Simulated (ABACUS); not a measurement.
# SnTe (Fm-3m) in ABACUS: notebook, part 2 of 2

ABACUS 3.10.1. Earlier steps stand in the parts before.

## Step 4: Relaxation of cell and atoms, PBE

Contents of INPUT:

```
INPUT_PARAMETERS
suffix              SnTe
calculation         cell-relax
basis_type          pw
pseudo_dir          ./
symmetry            1
dft_functional      pbe
ecutwfc             83
pseudo_rcut         10
nspin               1
nbands              19
ks_solver           dav
smearing_method     fd
smearing_sigma      0.00367493
scf_thr             1e-08
scf_nmax            100
mixing_type         broyden
mixing_beta         0.7
cal_force           1
cal_stress          1
relax_nmax          60
force_thr_ev        0.01
relax_method        cg
out_stru            1
stress_thr          0.2
kpar                4
```

Contents of STRU:

```
ATOMIC_SPECIES
Te 127.6000 52_Te_16_2.3_2.3_pbe_n_v1.0.upf
Sn 118.7100 50_Sn_14_2.5_3.0_pbe_n_v1.0.upf

LATTICE_CONSTANT
1.8897261246

LATTICE_VECTORS
0.0000000000 3.1508500000 3.1508500000
3.1508500000 0.0000000000 3.1508500000
3.1508500000 3.1508500000 0.0000000000

ATOMIC_POSITIONS
Cartesian

Te
0.0
1
3.1508500000 3.1508500000 3.1508500000 1 1 1

Sn
0.0
1
0.0000000000 0.0000000000 0.0000000000 1 1 1
```

Contents of KPT:

```
K_POINTS
0
Gamma
6 6 6 0 0 0
```

Potentials or basis: SPMS ONCV 1.0 PBE, plane waves.

On the command line:

```
$ OMP_NUM_THREADS=1 mpirun -np 4 abacus > log
```

running log:

```text
ABACUS v3.10.1

               Atomic-orbital Based Ab-initio Computation at UStc

 ------------------------------------------------------------------------------------

 READING GENERAL INFORMATION
                           global_out_dir = OUT.SnTe/
                           global_in_card = INPUT
                               pseudo_dir = ./
                              orbital_dir =
                                    DSIZE = 4
                                    GSIZE = 1

 READING UNITCELL INFORMATION
                                    ntype = 2
                  lattice constant (Bohr) = 1.88973
              lattice constant (Angstrom) = 1

 READING ATOM TYPE 1
                               atom label = Te
                      L=0, number of zeta = 1
                      L=1, number of zeta = 1
                      L=2, number of zeta = 1
             number of atom for this type = 1

 READING ATOM TYPE 2
                               atom label = Sn
                      L=0, number of zeta = 1
                      L=1, number of zeta = 1
                      L=2, number of zeta = 1
             number of atom for this type = 1

                        TOTAL ATOM NUMBER = 2
CARTESIAN COORDINATES ( UNIT =       1.889726124600 Bohr ).
[... 443 lines left out ...]
    atom                   x                   y                   z     mag                  vx                  vy                  vz
tauc_Te1            3.2059264929        3.2059264929        3.2059264929  0.0000        0.0000000000        0.0000000000        0.0000000000
tauc_Sn1            0.0000000000        0.0000000000        0.0000000000  0.0000        0.0000000000        0.0000000000        0.0000000000

                          Volume (Bohr^3) = 444.720632
                             Volume (A^3) = 65.900720
[... 10 lines left out ...]
 -------------------------------------------
 STEP OF RELAXATION : 3
 -------------------------------------------

[... set-up of the moved cell ...]

 PW ALGORITHM --------------- ION=   3  ELEC=   1--------------------------------
 Notice: Threshold on eigenvalues was too large.
 hsover_error=0.300000 > DRHO=0.000764
 Origin diag ethr = 0.010000
 New diag ethr = 0.000003

 Density error is 0.000806411316
                          Error Threshold = 0.000002545866
----------------------------------------------------------
     Energy           Rydberg                 eV
----------------------------------------------------------
 E_KohnSham     -340.0575425718      -4626.7202268536
 E_Harris       -340.0977981992      -4627.2679327631
 E_Fermi        0.7302524448         9.9355942279
----------------------------------------------------------

[... 3 further cycles ...]
 PW ALGORITHM --------------- ION=   3  ELEC=   5--------------------------------

 Density error is 0.000000006160
                          Error Threshold = 0.000000000308
----------------------------------------------------------
     Energy           Rydberg                 eV
----------------------------------------------------------
 E_KohnSham     -340.0577598465      -4626.7231830277
 E_KS(sigma->0) -340.0576698891      -4626.7219590954
 E_Harris       -340.0574501335      -4626.7189691661
 E_band         -25.2191208064       -343.1237415174
 E_one_elec     -123.4892597540      -1680.1575744564
 E_Hartree      74.2953854420        1010.8405771181
 E_xc           -79.5380656734       -1082.1709010558
 E_Ewald        -211.3256399465      -2875.2328367689
 E_entropy(-TS) -0.0001799147        -0.0024478647
 E_descf        0.0000000000         0.0000000000
[... 112 lines left out ...]
 Largest gradient in stress is 0.062314 kbar.
 Threshold is 0.200000 kbar.

 Relaxation is converged!

 --------------------------------------------
 !FINAL_ETOT_IS -4626.7231830277123663 eV
 --------------------------------------------
```

stdout:

```text
ABACUS v3.10.1

               Atomic-orbital Based Ab-initio Computation at UStc

%%%%%%%%%%%%%%%%%%%%%%%%%%%%%%%%%%%%%%%%%%%%%%%%%%%%%%%%%%%%%%%%%%%%%%%%%%%%%%%%%%%%%%%%%%%%%%%%%%%%%%%%%
 Warning: the number of valence electrons in pseudopotential > 6 for Te: [Kr] 4d10 5s2 5p4
 Warning: the number of valence electrons in pseudopotential > 4 for Sn: [Kr] 4d10 5s2 5p2
[... 76 lines left out ...]
         0.0000000000         0.0623136040        -0.0000000000
         0.0000000000        -0.0000000000         0.0623136040
----------------------------------------------------------------
 TOTAL-PRESSURE: 0.062314 KBAR

 ETOT DIFF (eV)       : -0.001958
 LARGEST GRAD (eV/A)  : 0.000000
```

Wall time 16 s (4 MPI ranks of Intel Xeon Platinum 8488C (Sapphire Rapids), shared host); peak memory 0.48 GiB.

Results:

* Free energy: -4626.7232 eV
* Relaxed volume: 32.95 Å³/atom
* Relaxed cell: a = 4.534 Å, b = 4.534 Å, c = 4.534 Å, α = 60.00°, β = 60.00°, γ = 60.00°
* Space group after relaxing (to 0.05 Å): Fm-3m (No. 225)
* Energy gained by relaxing: 11.7 meV/atom
* Ionic steps: 3
* Pressure after relaxing: 0.0 GPa
* Band gap on the k mesh: 0.05 eV, direct

The path:
| step | energy change (eV) | largest force (eV/Å) | pressure (GPa) | volume (Å³) |
| --- | --- | --- | --- | --- |
| 1 | 0.0000 | 0.0000 | 2.34 | 62.56 |
| 2 | -0.0214 | 0.0000 | -0.61 | 66.94 |
| 3 | -0.0233 | 0.0000 | 0.01 | 65.90 |

Final structure:
```
Te Sn
1.0
     0.00000    3.20593    3.20593
     3.20593    0.00000    3.20593
     3.20593    3.20593    0.00000
Te Sn
1 1
Direct
  0.50000 0.50000 0.50000
  0.00000 0.00000 0.00000
```

Caveat: spin-orbit coupling is left out, which moves the levels of the heavy elements. Zero-point motion and thermal expansion aren't in these numbers.

## Step 5: Overview

| task | level | potentials or basis | cell | cutoff (eV) | max steps of the relaxation | force threshold | optimiser | stress threshold | gap on the mesh (eV) | pressure (GPa) |
| --- | --- | --- | --- | --- | --- | --- | --- | --- | --- | --- |
| single point | AM05 | GBRV ultrasoft 1.5 PBEsol, plane waves | as given | 544 | - | - | - | - | 0.16 | -0.2 |
| single point | PBE | SPMS ONCV 1.0 PBE, plane waves | as given | 1129 | - | - | - | - | 0.10 | 2.3 |
| relaxation of cell and atoms | PBE | SPMS ONCV 1.0 PBE, plane waves | relaxed | 1129 | 60 | 0.01 eV/Å | cg | 0.2 kbar | 0.05 | 0.0 |

Alike in all rows: no spin polarisation; k mesh 6 × 6 × 6; smearing fermi-dirac 0.05 eV.

Caveats: spin-orbit coupling is left out, which moves the levels of the heavy elements; the potentials were made for another functional, which shifts forces and pressure (some runs).

Total energies depend on the potentials used, so only differences within one code and one set of settings carry meaning.

## Step 6: Comparison with measurements

Step 2. A measured gap of SnTe is 0.18 eV (direct; 300 K; a printed reference work, textbook); the calculated 0.16 eV misses it by -0.02 eV. Spin-orbit coupling on Sn, Te is left out. The value is that of AM05 on a finite k mesh, which can miss the band edges, without temperature or zero-point motion. Semilocal functionals fall short of measured gaps as a rule.

Step 3. Measured gap of SnTe: 0.18 eV (direct; 300 K; a printed reference work, textbook). This calculation gives 0.10 eV (-0.08 eV). Spin-orbit coupling on Sn, Te is left out. The value is that of PBE on a finite k mesh, which can miss the band edges, without temperature or zero-point motion. Semilocal functionals fall short of measured gaps as a rule.
